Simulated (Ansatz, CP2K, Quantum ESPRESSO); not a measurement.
# Fitting the LDA energy curve of MnS

It takes space group F-43m (No. 216, cubic). Conventional cell: a = 4.947 Å, b = 4.947 Å, c = 4.947 Å, α = 90.00°, β = 90.00°, γ = 90.00°. Mn (site symmetry -43m) has 4 S at 2.14 Å as nearest neighbours. Around S (site symmetry -43m) lie 4 Mn at 2.14 Å.

The cell is a database's computed one, not the measured one.

The cell was scaled at fixed shape and fractions and run with CP2K, GTH_POTENTIALS Mn GTH-PADE-q15, S GTH-PADE-q6; TZVP-MOLOPT-SR-GTH, TZVP-MOLOPT-PBE-GTH basis; LDA, k mesh 9 × 9 × 9 on the cell of 2 atoms, fermi-dirac occupations of 0.1 eV, collinear spin, ferromagnetic start, no spin-orbit coupling. Energies are those that the program minimises, any entropy of the smearing included. For a metal such a mesh isn't converged to the digits shown. The magnetic state is the one that the start led to, which needn't be the lowest.

```csv
V (Å³/atom),energy over the lowest row (meV/atom)
14.2247,1.74
14.5274,0.00
14.8300,4.57
15.1327,?
15.4354,30.00
15.7380,49.72
16.0407,73.44
```

Fit the third-order Birch-Murnaghan form, give V0, B0 and B′, and predict the energy left open.

With y = (V0/V)^(2/3), E = E0 + (9 V0 B0/16) [(y - 1)³ B′ + (y - 1)² (6 - 4y)]. Least squares through the rows shown give V0 = 14.4547 Å³/atom, E0 = -0.19 meV, B0 = 163.8 GPa (1 eV/Å³ = 160.218 GPa) and B′ = 4.44, with a largest miss of 0.01 meV. At V = 15.1327 the form with these constants gives 14.77 meV; the run gave 14.77 meV an atom. Other set-ups at this level, from all their volumes (Å³/atom, GPa): Ansatz, all-electron LAPW, scalar-relativistic: V0 14.431, B0 163; Quantum ESPRESSO, PseudoDojo 0.4.1 SR LDA standard: V0 14.415, B0 162.3.
